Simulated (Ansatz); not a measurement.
Stationary points along a deformation path in HfC

Method: Ansatz, DFT PBE, scalar-relativistic, plane waves, PAW. Cutoff 420 eV, Γ-centred 20×20×20 k-points, Gaussian smearing of 0.15 eV. Spin–orbit coupling is left out, which can shift energies with elements as heavy as these. No spin polarisation. Energies are free energies at this smearing, counted from the undisturbed cell; pressure is positive in compression.

Zero of the scan (as given, not relaxed at this level; it stands at 0.2 GPa):

```
Hf C
1.0
     0.00000    2.32500    2.32500
     2.32500    0.00000    2.32500
     2.32500    2.32500    0.00000
Hf C
1 1
Direct
  0.50000 0.50000 0.50000
  0.00000 0.00000 0.00000
```

At fixed volume and fractional coordinates, lengths along (0.000, 0.000, 1.000) are scaled against those across it; ρ is that ratio over its starting value. V = 12.568 Å³/atom. Δσ is the stress along the axis less the mean stress across it (compression positive).

```csv
ρ,ΔE (meV/atom),Δσ (GPa),space group
0.650,2858.7,264.85,I4/mmm
0.707,1803.9,216.32,I4/mmm
0.780,853.4,149.50,I4/mmm
0.850,329.9,85.25,I4/mmm
0.920,79.1,37.93,I4/mmm
0.960,18.1,17.32,I4/mmm
1.000,0.0,0.00,Fm-3m
1.050,23.8,-18.22,I4/mmm
1.100,87.3,-33.86,I4/mmm
1.200,305.9,-62.11,I4/mmm
1.300,622.3,-89.28,I4/mmm
1.414,1077.2,-117.75,I4/mmm
1.500,1473.9,-139.41,I4/mmm
```

Task: How does the stress give the slope of the energy, and where is the energy stationary?

Result: Along the path d ln(length) is 2/3 d ln ρ on the axis and −1/3 d ln ρ across it, so dE/d ln ρ = −(2/3) V Δσ: the energy falls with ρ where Δσ is positive. Δσ vanishes or changes sign at ρ = 1.000 (Fm-3m), a minimum at 0.0 meV/atom. Pairs of stationary points between two samples would go unseen, and could change a minimum read from distant neighbours into a maximum. At ρ = 1.000 the cell is cubic, where symmetry alone makes the stress isotropic and the slope zero.

Task: Which shear constant sets the curvature at ρ = 1?

Result: For a cubic crystal E/V = (2/3) C (ln ρ)² with C = C′ = (C11 − C12)/2, so Δσ = −2C ln ρ. The parabola of Δσ against ln ρ through ρ = 0.960, 1 and 1.050 gives C ≈ 201 GPa with the ions clamped, rough because the steps are large.

Task: Integrate that slope from ρ = 1 to 0.850 by the trapezoid rule.

Result: With V/N in Å³ and 1 eV/Å³ = 160.2 GPa the slopes at ρ = 1.000, 0.960, 0.920, 0.850 are 0, -906, -1984, -4458 meV/atom per unit of ln ρ. The steps add 18.5 + 61.5 + 254.9 = 334.9 meV/atom, against 329.9 from the energies; the trapezoid rule misses the curvature of the slope within each step.

In a metal these slopes depend on the k mesh and the smearing.